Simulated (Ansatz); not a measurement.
Set up this calculation in Ansatz 0.2.0, as the native input.

| Property | Result |
| --- | --- |
| Task | band structure |
| Functional | PBEsol |
| Potentials or basis | all-electron LAPW, non-relativistic |
| Cutoff | 242 eV (chosen from the basis error) |
| Basis error allowed | 0.002 eV/atom |
| k mesh | 6 × 6 × 9 |
| Occupations | fermi-dirac, width 0.05 eV |
| Spin | no spin polarisation |

The system is Hf.

```
CELL_PARAMETERS angstrom
4.96233 0.00000 0.00000
-2.48116 4.29750 0.00000
0.00000 0.00000 3.08623
ATOMIC_POSITIONS crystal
Hf 0.00000 0.00000 0.00000
Hf 0.33333 0.66667 0.50000
Hf 0.66667 0.33333 0.50000
```

This isn't the form of Hf at room conditions, which is hcp.

These files were run (other wordings do the same):

input.yaml

```yaml
crystal:
  lattice:
    - [4.962329544, 0.0, 0.0]
    - [-2.481164772, 4.297503447, 0.0]
    - [0.0, 0.0, 3.08623225]
  atoms:
    - { symbol: Hf, position: [0.0, 0.0, 0.0] }
    - { symbol: Hf, position: [0.3333333333, 0.6666666667, 0.5] }
    - { symbol: Hf, position: [0.6666666667, 0.3333333333, 0.5] }
kpoints:
  mp_grid: { grid: [6, 6, 9] }
  band_path:
    path:
      - [0.0, 0.0, 0.0]
      - [0.5, 0.0, 0.0]
      - [0.3333333333, 0.3333333333, 0.0]
      - [0.0, 0.0, 0.0]
      - [0.0, 0.0, 0.5]
      - [0.5, 0.0, 0.5]
      - [0.3333333333, 0.3333333333, 0.5]
      - [0.0, 0.0, 0.5]
    npoints: 10
scf:
  occupations: { method: fermi_dirac, width: 0.05 }
hamiltonian:
  xc: pbesol
  pseudopotentials:
    kind: all_electron
    lapw: { basis_error: 0.002 }
    relativity: none
output:
  forces: true
  stress: true
  eigenvalues: true
```

Potentials or basis: all-electron LAPW, non-relativistic.

The run is started by

```bash
$ ansatz run input.yaml --threads 2 --pin off --max-ram 8192MiB --backend cpu --events-out ev --progress --plain --runs-dir out
```

It gave:

```
Pressure                : 2.0 GPa
Band gap along the path : none (metal or under the smearing width)
```

Caveat: relativity is left out, which matters for the heavier elements; spin-orbit coupling is left out, which moves the levels of the heavy elements.

It took 38 s on 2 threads of Arm Neoverse V2 (shared host), peak memory 0.46 GiB.
